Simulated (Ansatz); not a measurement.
Results of Hartree–Fock in Ansatz (plane waves, PAW) for rock-salt LiI.

Settings: plane-wave cutoff 460 eV, 8×8×8 k mesh, Fermi–Dirac smearing 0.01 eV, scalar-relativistic PAW data made under PBE.

Cell (relaxed at this level):

```
CELL_PARAMETERS angstrom
      0.00000     3.13951     3.13951
      3.13951     0.00000     3.13951
      3.13951     3.13951     0.00000
ATOMIC_POSITIONS crystal
  Li 0.00000 0.00000 0.00000
  I  0.50000 0.50000 0.50000
```

Give the computed bulk modulus, band gap and width of the whole s-p valence band.


- bulk modulus: 16.0 GPa
- band gap: 10.91 eV
- width of the whole s-p valence band: 15.17 eV

Measured, for comparison: band gap 6.4 eV (temperature not stated, no zero-point or thermal correction, our sources range from 6.10 to 6.40; as tabulated in Aguado et al. (1998), arXiv:cond-mat/9809176); bulk modulus 24 GPa (0 K, extrapolated to 0 K; as tabulated in Doll and Stoll (1998), arXiv:cond-mat/9801031). Computed (rounded) less measured: bulk modulus -33 %.

Note: the cell is over a tenth larger than the published one: the level's own overestimate first of all, though another phase or state, or a fault of the published cell, is possible.

Spin–orbit coupling is not included; with these elements it can move the gap by several tenths of an eV or more.

The computed numbers hold no vibrational or temperature effects.

The result took very roughly 20 core-minutes.

Ansatz is an electronic-structure program.
